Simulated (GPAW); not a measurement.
## Na in GPAW: convergence with k mesh

Input of the first run (k mesh 2 × 2 × 2); the others differ in this setting and in those tied to it:

Contents of run.py:

```python
from ase.dft.bandgap import bandgap
from ase.io import read, write
from ase.units import GPa
from gpaw import GPAW, PW

atoms = read('Na.xyz')

calc = GPAW(mode=PW(800),
            xc='LDA',
            kpts={'size': (2, 2, 2), 'gamma': True},
            occupations={'name': 'fermi-dirac', 'width': 0.05},
            nbands=10,
            convergence={'density': 1e-05, 'energy': 1e-05},
            maxiter=100,
            txt='gpaw.txt')
atoms.calc = calc
energy = atoms.get_potential_energy()
forces = atoms.get_forces()
stress = atoms.get_stress()
calc.write('gs.gpw')
write('result.traj', atoms)
print(f'Energy: {energy:.6f} eV')
print('Forces (eV/A):')
print(forces.round(4))
print('Stress (GPa):', (stress / GPa).round(3))
print('Fermi level:', round(calc.get_fermi_level(), 4), 'eV')
print(f'Gap: {bandgap(calc)[0]:.4f} eV, direct: {bandgap(calc, direct=True)[0]:.4f} eV')
```

File Na.xyz:

```xyz
1
Lattice="-2.1410000000 2.1410000000 2.1410000000 2.1410000000 -2.1410000000 2.1410000000 2.1410000000 2.1410000000 -2.1410000000" Properties=species:S:1:pos:R:3 pbc="T T T"
Na     0.0000000000      0.0000000000      0.0000000000
```

Potentials or basis: the program's PAW data sets (release 1.2.1) made for this functional, pw.

Launch:

```bash
$ OMP_NUM_THREADS=1 python run.py
```

Hardware: 1 thread of Arm Neoverse V1, on a shared host.

Task: The values tried are 2 × 2 × 2, 3 × 3 × 3, 4 × 4 × 4, 5 × 5 × 5, 6 × 6 × 6, 7 × 7 × 7, 8 × 8 × 8, 10 × 10 × 10, 12 × 12 × 12, loosest first. From which on does the pressure stay within 0.1 GPa of the tightest run that finished?

Result: From 5 × 5 × 5 on.

| k mesh | energy less the tightest run, at zero smearing (meV/atom) | pressure (GPa) | SCF cycles | CPU time (s) | peak memory (GiB) |
| --- | --- | --- | --- | --- | --- |
| 2 × 2 × 2 | 999.73 | 0.58 | 8 | 2.1 | 0.13 |
| 3 × 3 × 3 | -141.08 | -1.44 | 8 | 2.3 | 0.13 |
| 4 × 4 × 4 | 106.28 | -0.81 | 8 | 3.2 | 0.13 |
| 5 × 5 × 5 | 2.96 | -1.08 | 8 | 3.6 | 0.14 |
| 6 × 6 × 6 | 31.49 | -1.01 | 8 | 4.8 | 0.14 |
| 7 × 7 × 7 | -3.83 | -1.10 | 8 | 5.7 | 0.14 |
| 8 × 8 × 8 | 6.96 | -1.08 | 8 | 7.5 | 0.15 |
| 10 × 10 × 10 | 2.64 | -1.09 | 8 | 11 | 0.16 |
| 12 × 12 × 12 | 0.00 | -1.09 | 8 | 16 | 0.18 |

Not settled before the last step: the energy (to 1 meV/atom). Meshes of other sizes hit other points, so gaps and Fermi surfaces needn't settle smoothly. The tightest run that finished is the yardstick and may itself not be fully converged.
